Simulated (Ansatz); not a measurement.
Isolated molecules relaxed with PBE0-D4/def2-TZVP in Ansatz; ΔE leaves out vibrations. CCSD(T)/CBS adds triple-zeta CCSD(T) − MP2 to the extrapolated MP2 energy (def2 sets, frozen cores). This one scheme is used for every species. Functionals use def2-TZVPP. For Se, Zn outer-core shells are correlated without core-valence functions, which leaves a few kJ/mol of doubt a bond. Scalar relativity is left out up to krypton. Each species was taken in one conformer, which may not be the lowest.

`[CH3][Zn][Se]C(C)C` + `FC(F)F` → `[CH3][Zn][Se]C(F)(F)F` + `CCC`  (formal exchange of groups at the Se–C bond)

`[CH3][Zn][Se]C(C)C`:

Cartesian coordinates in Å:
```
C 2.999 0.084 -1.434
Zn 1.240 0.844 -1.132
Se -0.839 1.761 -0.786
C -1.561 0.389 0.455
C -0.787 0.338 1.757
C -1.674 -0.970 -0.204
H 3.602 0.751 -2.054
H 2.922 -0.879 -1.943
H 3.522 -0.067 -0.487
H -2.564 0.777 0.649
H -1.281 -0.337 2.465
H -0.708 1.324 2.216
H 0.227 -0.040 1.596
H -0.684 -1.386 -0.419
H -2.226 -0.918 -1.143
H -2.187 -1.673 0.462
```

`FC(F)F`:

```xyz
5

F    -0.057   -1.245   -0.410
C    -0.053    0.026   -0.012
F     0.189    0.059    1.297
F     0.933    0.662   -0.641
H    -1.013    0.498   -0.234
```

`[CH3][Zn][Se]C(F)(F)F`:

```xyz
10

C    -1.797   -1.282    1.047
Zn   -0.681   -0.567   -0.361
Se    0.621    0.253   -2.100
C     1.758    1.274   -0.877
F     1.504    2.581   -0.926
F     3.046    1.110   -1.166
F     1.589    0.895    0.410
H    -2.645   -0.620    1.235
H    -2.177   -2.267    0.772
H    -1.218   -1.377    1.968
```

`CCC`:

Cartesian coordinates in Å:
```
C 0.606 -0.215 1.113
C -0.584 -0.055 0.182
C -0.173 0.256 -1.247
H 1.208 0.698 1.141
H 1.258 -1.027 0.780
H 0.292 -0.438 2.135
H -1.187 -0.970 0.198
H -1.236 0.742 0.556
H -1.041 0.368 -1.902
H 0.453 -0.542 -1.658
H 0.404 1.184 -1.298
```

**Question.** Is it downhill or uphill in electronic energy at CCSD(T)/CBS, and by how much? (Estimate.)

**Answer.** The calculation gave: Uphill: ΔE = +17.8 kJ/mol.

**Question.** What do these levels give: PBE-D4, r2SCANh-D4, BHLYP-D4, SCS-MP2/def2-TZVPP, MP2/CBS(def2), CCSD/CBS(def2)? (Estimate.)

**Answer.** The calculation gave: PBE-D4 7.6, r2SCANh-D4 7.0, BHLYP-D4 13.1, SCS-MP2/def2-TZVPP 22.6, MP2/CBS(def2) 25.6, CCSD/CBS(def2) 16.2 kJ/mol.

Largest T1 diagnostic among the species: 0.013.

The D4 term adds +8.3 kJ/mol with B3LYP and +4.8 kJ/mol with PBE0; it sums over pairs of atoms, weighted by their polarisabilities, and B3LYP, whose exchange is more repulsive, gets the larger term. From r2SCAN to r2SCAN0 (25 % exact exchange), in def2-TZVPP and without D4, ΔE moves by +3.8 kJ/mol. Leaving LDA and LC-ωPBE aside and taking each functional with its dispersion term where it has one, the values, not all of them listed here, spread over 11.8 kJ/mol, from B97M-V to PBE-QIDH. LDA lies +3.1 kJ/mol from PBE without D4.

B3LYP here is the variant with VWN-RPA as its local correlation; programs differ in this.
